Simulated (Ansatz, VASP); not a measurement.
**MgO in VASP and in Ansatz**

```
Mg O
1.0
     3.25500    0.00000    0.00000
    -1.62750    2.81891    0.00000
     0.00000    0.00000    4.98351
Mg O
2 2
Direct
  0.33333 0.66667 0.99016
  0.66667 0.33333 0.49016
  0.33333 0.66667 0.38484
  0.66667 0.33333 0.88484
```

Alike in both runs: task single point; functional r2SCAN; k mesh 9 × 9 × 4; no spin polarisation.

|  | VASP | Ansatz |
| --- | --- | --- |
| version | VASP 6.6.1 | Ansatz 0.2.0 |
| potentials or method | VASP PAW PBE potentials, release 64 (Mg, O) | plane waves, PAW |
| plane-wave cutoff (eV) | 520 | 500 |
| occupations | gaussian, width 0.01 eV | fixed |
| valence electrons in the cell | 16 | 32 |

VASP gave:

```
gap on the k mesh at the Fermi level (eV)       : 4.39
pressure (GPa)                                  : 3.6
largest component of the traceless stress (GPa) : 0.32
rms of the force components (eV/Å)              : 0.015
```

Q: Estimate Ansatz's values.

A: gap on the k mesh at the Fermi level (eV): 4.40; pressure (GPa): 4.1; largest component of the traceless stress (GPa): 0.36; rms of the force components (eV/Å): 0.016.

Atom by atom the forces differ by 0.001 eV/Å (rms over components). The two sets of potentials don't hold the same shells in valence.

Caveats: the PAW data sets were made with another functional, which shifts forces and pressure a little (VASP). r2SCAN opens gaps a little over a GGA but as a rule still falls short of measured ones.
